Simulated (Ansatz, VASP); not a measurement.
## Sc in VASP and in Ansatz

```
CELL_PARAMETERS angstrom
-1.50413 1.50413 1.50413
1.50413 -1.50413 1.50413
1.50413 1.50413 -1.50413
ATOMIC_POSITIONS crystal
Sc 0.00000 0.00000 0.00000
```

Change from the starting cell: volume scaled by 0.6, LAPW.

Alike in both runs: task single point; functional LDA; k mesh 17 × 17 × 17; occupations fermi-dirac, width 0.05 eV; no spin polarisation.

|  | VASP | Ansatz |
| --- | --- | --- |
| version | VASP 6.6.1 | Ansatz 0.2.0 |
| potentials or method | VASP PAW LDA potentials, release 64 (Sc_sv), cutoff 520 eV | all-electron LAPW, scalar-relativistic |

VASP gave:

* pressure (GPa): 62.2

Question: Estimate Ansatz's values.

Answer: Pressure (GPa): 61.3.

Ansatz ran all-electron here, so the differences hold the error of VASP's frozen core and of both bases.

Caveats: the cell as given lies far from equilibrium; so large a pressure means that the cell lies far from this level's equilibrium, or that cutoff or potentials fall short (VASP).
